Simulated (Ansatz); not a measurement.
# MoP: enthalpy against pressure

MoP, P-6m2, a = 3.241 Å, c = 3.195 Å. The structure is a COD entry; whether it is the stable form wasn't checked. Ansatz: PBE, PAW, 420 eV, Γ-centred 18×18×14 mesh on 2 atoms, Gaussian smearing 0.10 eV; no spin polarisation. Cell and atoms are relaxed at each pressure, and no other structure is tried, so the rows at high pressure may lie past a change of phase. y is the enthalpy over the state at zero pressure; there V0 = 14.534 Å³/atom. The pressures are the targets, met within 0.04 GPa.

| P (GPa) | y (eV/atom) |
| --- | --- |
| -1.0 | -0.0909 |
| 0.0 | 0.0000 |
| 1.0 | 0.0905 |
| 4.0 | 0.3595 |
| 12.0 | 1.0606 |
| 25.0 | 2.1568 |
| 50.0 | ? |
| 90.0 | 7.0975 |

Q: Fit y = c1 P + c2 P² + c3 P³ to the other rows, say what c1 and c2 mean, and predict the missing value.

A: Least squares on the rows shown. y = 0.090556 P − 0.00018740 P² + 6.3835×10⁻⁷ P³. Since dH/dP = V, c1 is V0: 0.090556 eV/GPa × 160.2 = 14.507 Å³ against 14.534; c2 = −V0/(2B0) gives B0 = 242 GPa, where a Birch–Murnaghan fit to the volumes of the same runs (not shown) gives 216 GPa: a cubic over this range folds the higher terms into c2. At P = 50.0 the fit asked for gives 4.1391 eV/atom. The run gave 4.1472 eV/atom, so the fit is 0.0081 eV/atom too low, 0.11 % of the span of the series, against an rms of 0.0002 eV/atom on the fitted rows. With a term in P⁴ added, a fit to the same known rows predicts 4.1520 eV/atom, a smaller miss on the other side.